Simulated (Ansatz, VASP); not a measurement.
## Sn: VASP beside Ansatz

```
Sn
1.0
     2.32436    0.00000    0.00000
     0.00000    2.32436    0.00000
     0.00000    0.00000    2.32436
Sn
1
Direct
  0.00000 0.00000 0.00000
```

Change from the starting cell: volume scaled by 0.45, LAPW.

Alike in both runs: task single point; functional PBEsol; k mesh 14 × 14 × 14; occupations fermi-dirac, width 0.1 eV; no spin polarisation.

|  | VASP | Ansatz |
| --- | --- | --- |
| version | VASP 6.6.1 | Ansatz 0.2.0 |
| potentials or method | VASP PAW PBE potentials, release 64 (Sn_d), cutoff 520 eV | all-electron LAPW, scalar-relativistic |

|  | VASP | Ansatz | Ansatz less VASP |
| --- | --- | --- | --- |
| pressure (GPa) | 295.7 | 293.7 | -1.98 |

Ansatz ran all-electron here, so the differences hold the error of VASP's frozen core and of both bases.

Caveats: the cell as given lies far from equilibrium; so large a pressure means that the cell lies far from this level's equilibrium, or that cutoff or potentials fall short (VASP); the potentials were made for another functional, which shifts forces and pressure (VASP).
